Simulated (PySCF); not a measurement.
# Pb (Im-3m) in PySCF: convergence with k mesh

Aim: find how far k mesh must go before the results for Pb settle, at BLYP. This setting moves, with any that are tied to it; all else stays.

Everything below comes from runs of PySCF 2.14.0. Logs are shortened: lines on timing, memory, paths and dates and some standing lists are left out, and cuts for length are marked.

**1. The crystal as given**

The structure is cubic, space group Im-3m (No. 229). The conventional cell has a = 3.959 Å, b = 3.959 Å, c = 3.959 Å, α = 90.00°, β = 90.00°, γ = 90.00°. Pb (site symmetry m-3m) has 8 Pb at 3.43 Å as nearest neighbours.

This isn't the form of Pb at room conditions, which is fcc.

**2. With k mesh 3 × 3 × 3**

File run.py:

```python
import json
import numpy as np
from pyscf.pbc import gto, scf, dft, df

cell = gto.Cell()
cell.basis = 'DZVP-MOLOPT-SR-GTH-q4'
cell.pseudo = 'GTH-PBE-q4'
cell.fromfile('Pb.xyz')
cell.ke_cutoff = 58  # hartree
cell.exp_to_discard = 0.02
cell.precision = 1e-08
cell.space_group_symmetry = True
cell.symmorphic = False
cell.max_memory = 2940  # MB
cell.verbose = 4
cell.build()

res = {}
kpts = cell.make_kpts([3, 3, 3], space_group_symmetry=True, time_reversal_symmetry=True)
cell.space_group_symmetry = False  # the mesh holds the operations; no search on the supercells of the integral code
mf = dft.KRKS(cell, kpts, xc='blyp')
mf = mf.multigrid_numint()
mf = mf.smearing(sigma=0.00183747, method='fermi')  # hartree
mf.conv_tol = 1e-07
mf.max_cycle = 60

mf.kernel()
res.update(converged=bool(mf.converged), e_tot=mf.e_tot, nelec=cell.nelectron, nao=cell.nao, mesh=list(map(int, cell.mesh)), a=cell.lattice_vectors().tolist(), coords=cell.atom_coords().tolist(),
           mo_energy=[np.real(x).tolist() for x in mf.mo_energy], mo_occ=[np.real(x).tolist() for x in mf.mo_occ])
res.update(e_free=mf.e_free, e_zero=mf.e_zero)
res.update(kpts=kpts.kpts_scaled_ibz.tolist(), weights=kpts.weights_ibz.tolist())
res['parts'] = {k: float(np.real(v)) for k, v in mf.scf_summary.items() if np.isscalar(v)}
json.dump(res, open('results.json', 'w'))
if not mf.converged:
    raise SystemExit('SCF not converged')

print('levels (eV)')
for i, kp in enumerate(res['kpts'][:40]):
    print('k %7.4f %7.4f %7.4f  ' % tuple(kp), ' '.join('%.3f' % (x * 27.211386) for x in res['mo_energy'][i][:7]))

mf = mf.to_khf()  # unfold to the whole mesh
kpts = mf.kpts
# Mulliken populations
dm, s = np.asarray(mf.make_rdm1()), np.asarray(mf.get_ovlp())
sites = cell.aoslice_by_atom()[:, 2:]
tot = np.einsum('kij,kji->i', dm, s).real / len(kpts)
res['mulliken'] = [cell.atom_charge(i) - tot[a0:a1].sum() for i, (a0, a1) in enumerate(sites)]
print('Mulliken charges', np.round(res['mulliken'], 5))
res['meta_lowdin'] = mf.mulliken_meta()[1].tolist()
res['done'] = True
json.dump(res, open('results.json', 'w'))
```

File Pb.xyz:

```xyz
1
Lattice="-1.9796595667 1.9796595667 1.9796595667 1.9796595667 -1.9796595667 1.9796595667 1.9796595667 1.9796595667 -1.9796595667" Properties=species:S:1:pos:R:3 pbc="T T T"
Pb     0.0000000000      0.0000000000      0.0000000000
```

Potentials or basis: DZVP-MOLOPT-SR/GTH-PBE (potentials made for PBE).

Command:

```console
$ OMP_NUM_THREADS=2 python -u run.py > log
```

Run time: 13 s. Hardware: 2 threads of Intel Xeon Platinum 8259CL at 2.50GHz (Skylake/Cascade Lake), shared host; peak memory 0.21 GiB.

It converged, with:

* Free energy: -95.9085 eV
* Band gap on the k mesh: none (metal or under the smearing width)

**3. With k mesh 4 × 4 × 4**

Changes to run.py since step 2:

```diff
@@ -18,3 +18,3 @@
 res = {}
-kpts = cell.make_kpts([3, 3, 3], space_group_symmetry=True, time_reversal_symmetry=True)
+kpts = cell.make_kpts([4, 4, 4], space_group_symmetry=True, time_reversal_symmetry=True)
 cell.space_group_symmetry = False  # the mesh holds the operations; no search on the supercells of the integral code
```

Pb.xyz is that of step 2.

Potentials or basis: DZVP-MOLOPT-SR/GTH-PBE (potentials made for PBE).

Command:

```console
$ OMP_NUM_THREADS=2 python -u run.py > log
```

Run time: 19 s. Hardware: 2 threads of Intel Xeon Platinum 8259CL at 2.50GHz (Skylake/Cascade Lake), shared host; peak memory 0.34 GiB.

Results (log left out):

* Free energy: -95.8070 eV
* Band gap on the k mesh: none (metal or under the smearing width)

**4. With k mesh 5 × 5 × 5**

Changes to run.py since step 3:

```diff
@@ -18,3 +18,3 @@
 res = {}
-kpts = cell.make_kpts([4, 4, 4], space_group_symmetry=True, time_reversal_symmetry=True)
+kpts = cell.make_kpts([5, 5, 5], space_group_symmetry=True, time_reversal_symmetry=True)
 cell.space_group_symmetry = False  # the mesh holds the operations; no search on the supercells of the integral code
```

Pb.xyz is that of step 3.

Command:

```console
$ OMP_NUM_THREADS=2 python -u run.py > log
```

It took 40 s on 2 threads of Intel Xeon Platinum 8259CL at 2.50GHz (Skylake/Cascade Lake), shared host; peak memory 0.54 GiB.

It converged, with:

* Free energy: -95.9597 eV
* Band gap on the k mesh: none (metal or under the smearing width)

**5. With k mesh 7 × 7 × 7**

Changes to run.py since step 4:

```diff
@@ -18,3 +18,3 @@
 res = {}
-kpts = cell.make_kpts([5, 5, 5], space_group_symmetry=True, time_reversal_symmetry=True)
+kpts = cell.make_kpts([7, 7, 7], space_group_symmetry=True, time_reversal_symmetry=True)
 cell.space_group_symmetry = False  # the mesh holds the operations; no search on the supercells of the integral code
```

Pb.xyz is that of step 4.

Potentials or basis: DZVP-MOLOPT-SR/GTH-PBE (potentials made for PBE).

Command:

```console
$ OMP_NUM_THREADS=2 python -u run.py > log
```

Output:

```text
Discarded 0 diffused primitive functions, 0 contracted functions
time reversal: False
k-points in IBZ                         weights
  0:  0.000000,  0.000000,  0.000000    1/343
  1:  0.571429,  0.428571, -0.000000    12/343
  2:  0.571429,  0.571429,  0.428571    6/343
  3:  0.714286,  0.285714,  0.000000    12/343
  4:  0.714286,  0.428571,  0.428571    8/343
  5:  0.714286,  0.571429,  0.428571    24/343
[... 12 lines left out ...]
 18:  0.857143,  0.857143,  0.714286    24/343
 19:  0.857143,  0.857143,  0.857143    8/343

******** <class 'pyscf.pbc.scf.smearing.SmearingKsymAdaptedKRKS'> ********
method = SmearingKsymAdaptedKRKS
initial guess = minao
damping factor = 0
level_shift factor = 0
DIIS = <class 'pyscf.scf.diis.CDIIS'>
diis_start_cycle = 1
diis_space = 8
diis_damp = 0
SCF conv_tol = 1e-07
SCF conv_tol_grad = None
SCF max_cycles = 60
direct_scf = True
direct_scf_tol = 1e-13

******** PBC SCF flags ********
N kpts (BZ) = 343
N kpts (IBZ) = 20
Exchange divergence treatment (exxdiv) = ewald
    madelung (= occupied orbital energy shift) = 0.06948523008312957
    Total energy shift due to Ewald probe charge = -1/2 * Nelec*madelung = -0.138970460166
DF object = <pyscf.pbc.df.fft.FFTDF object>
XC functionals = blyp
small_rho_cutoff = 0
Uniform grid, mesh = [25 25 25]
Set gradient conv threshold to 0.000316228
nelec by numeric integration = 4.0
init E= -3.47458214448108
    sigma = 0.00183747  Optimized mu = 0.228439857238  entropy = 0.064308836996
nelec by numeric integration = 3.999999999999999
    Total E(T) = -3.52917342480163  Free energy = -3.52929159036034  E0 = -3.52923250758098
cycle= 1 E= -3.52917342480163  delta_E= -0.0546  |g|= 0.0269  |ddm|= 6.93
    sigma = 0.00183747  Optimized mu = 0.223027794509  entropy = 0.0668169832231
nelec by numeric integration = 3.999999999999999
    Total E(T) = -3.52918595069446  Free energy = -3.52930872489663  E0 = -3.52924733779554
cycle= 2 E= -3.52918595069446  delta_E= -1.25e-05  |g|= 0.000629  |ddm|= 0.174
    sigma = 0.00183747  Optimized mu = 0.223125572331  entropy = 0.0667746754803
nelec by numeric integration = 3.999999999999999
    Total E(T) = -3.52918604781496  Free energy = -3.52930874427791  E0 = -3.52924739604644
cycle= 3 E= -3.52918604781496  delta_E= -9.71e-08  |g|= 1.63e-05  |ddm|= 0.00426
    sigma = 0.00183747  Optimized mu = 0.223123562366  entropy = 0.0667782873261
nelec by numeric integration = 3.9999999999999982
    Total E(T) = -3.52918604118433  Free energy = -3.52930874428394  E0 = -3.52924739273414
Extra cycle  E= -3.52918604118433  delta_E= 6.63e-09  |g|= 4.45e-07  |ddm|= 0.000127
converged SCF energy = -3.52918604118433
levels (eV)
k  0.0000  0.0000  0.0000   -5.603 13.359 13.359 13.359 19.461 19.461 19.461
k  0.5714  0.4286 -0.0000   -2.494 2.754 9.517 11.510 14.074 15.279 24.824
k  0.5714  0.5714  0.4286   0.032 5.491 5.926 5.926 11.071 12.205 28.766
k  0.7143  0.2857  0.0000   -4.084 6.013 10.494 12.120 15.136 16.156 22.488
k  0.7143  0.4286  0.4286   -0.432 4.850 4.850 8.024 12.992 12.992 22.399
k  0.7143  0.5714  0.4286   -1.164 4.296 6.847 7.624 12.734 15.731 22.202
[... 12 lines left out ...]
k  0.8571  0.8571  0.7143   -1.988 3.483 6.545 7.897 20.148 20.480 26.334
k  0.8571  0.8571  0.8571   -3.369 5.324 8.649 8.649 19.624 19.624 23.815
Mulliken charges [0.]
 ** Mulliken pop on meta-lowdin orthogonal AOs **
 ** Mulliken pop  **
pop of  0 Pb 6s           1.86078
pop of  0 Pb 7s           0.00200
pop of  0 Pb 6px          0.70661
pop of  0 Pb 6py          0.70661
pop of  0 Pb 6pz          0.70661
pop of  0 Pb 7px          0.00166
pop of  0 Pb 7py          0.00166
pop of  0 Pb 7pz          0.00166
pop of  0 Pb 6dxy         0.00238
pop of  0 Pb 6dyz         0.00238
pop of  0 Pb 6dz^2        0.00264
pop of  0 Pb 6dxz         0.00238
pop of  0 Pb 6dx2-y2      0.00264
 ** Mulliken atomic charges  **
charge of    0Pb =      0.00000
```

It took 4.3 min on 2 threads of Intel Xeon Platinum 8259CL at 2.50GHz (Skylake/Cascade Lake), shared host; peak memory 2.5 GiB.

Results:

```
Free energy            : -96.0374 eV
Band gap on the k mesh : none (metal or under the smearing width)
```

**6. With k mesh 8 × 8 × 8**

Changes to run.py since step 5:

```diff
@@ -18,3 +18,3 @@
 res = {}
-kpts = cell.make_kpts([7, 7, 7], space_group_symmetry=True, time_reversal_symmetry=True)
+kpts = cell.make_kpts([8, 8, 8], space_group_symmetry=True, time_reversal_symmetry=True)
 cell.space_group_symmetry = False  # the mesh holds the operations; no search on the supercells of the integral code
```

Pb.xyz is that of step 5.

Potentials or basis: DZVP-MOLOPT-SR/GTH-PBE (potentials made for PBE).

Command:

```console
$ OMP_NUM_THREADS=2 python -u run.py > log
```

It took 13 min on 2 threads of Intel Xeon Platinum 8259CL at 2.50GHz (Skylake/Cascade Lake), shared host.

The calculation hadn't finished when its time ran out.

**7. With k mesh 9 × 9 × 9**

Changes to run.py since step 6:

```diff
@@ -18,3 +18,3 @@
 res = {}
-kpts = cell.make_kpts([8, 8, 8], space_group_symmetry=True, time_reversal_symmetry=True)
+kpts = cell.make_kpts([9, 9, 9], space_group_symmetry=True, time_reversal_symmetry=True)
 cell.space_group_symmetry = False  # the mesh holds the operations; no search on the supercells of the integral code
```

Pb.xyz is that of step 6.

Command:

```console
$ OMP_NUM_THREADS=2 python -u run.py > log
```

Wall time 13 min (2 threads of Intel Xeon Platinum 8259CL at 2.50GHz (Skylake/Cascade Lake), shared host).

The calculation hadn't finished when its time ran out.

**8. Summary**

```tsv
k mesh	energy less the tightest run, at zero smearing (meV/atom)	SCF cycles	CPU time (s)	peak memory (GiB)
3 × 3 × 3	133.54	3	24	0.21
4 × 4 × 4	241.70	3	33	0.34
5 × 5 × 5	83.28	4	68	0.54
7 × 7 × 7	0.00	3	390	2.5
8 × 8 × 8	timed out after 750 s	-	-	-
9 × 9 × 9	timed out after 750 s	-	-	-
```

Not settled before the last step: the energy (to 1 meV/atom). Meshes of other sizes hit other points, so gaps and Fermi surfaces needn't settle smoothly. The tightest run that finished is the yardstick and may itself not be fully converged.

Caveats: the basis of atomic orbitals isn't converged, which shifts pressures, moduli and gaps.
